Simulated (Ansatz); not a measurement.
A run of Ansatz 0.2.0 is set up as follows.

File input.yaml:

```yaml
crystal:
  lattice:
    - [0.0, 2.269, 2.269]
    - [2.269, 0.0, 2.269]
    - [2.269, 2.269, 0.0]
  atoms:
    - { symbol: P, position: [0.75, 0.75, 0.75] }
    - { symbol: B, position: [0.0, 0.0, 0.0] }
hamiltonian:
  xc: r2scan
  pseudopotentials: { kind: paw }
kpoints:
  mp_grid: { grid: [10, 10, 10] }
  band_path:
    path:
      - [[0.0, 0.0, 0.0], [0.5, 0.0, 0.5], [0.5, 0.25, 0.75], [0.375, 0.375, 0.75], [0.0, 0.0, 0.0], [0.5, 0.5, 0.5], [0.625, 0.25, 0.625], [0.5, 0.25, 0.75], [0.5, 0.5, 0.5], [0.375, 0.375, 0.75]]
      - [[0.625, 0.25, 0.625], [0.5, 0.0, 0.5]]
    npoints: 14
scf:
  occupations: { method: fermi_dirac, width: 0.05 }
  n_extra_bands: 6
output:
  forces: true
  stress: true
  eigenvalues: true
  fatbands: false
```

Potentials or basis: Ansatz PAW.

Run with:

```bash
$ ansatz run input.yaml --threads 2 --pin off --max-ram 5632MiB --backend cpu --events-out ev --progress --plain --runs-dir out
```

(1) Predict the band gap on the k mesh.

(2) Estimate the pressure.

(3) Estimate the band gap along the path.

## Answers

(1) 1.42 eV, indirect (least direct gap 3.60 eV).

(2) -0.2 GPa.

(3) 1.42 eV, indirect (least direct gap 3.60 eV).

Caveat: the PAW data sets come from PBE, with cores solved anew for the run's functional, which leaves a small shift of forces and pressure.
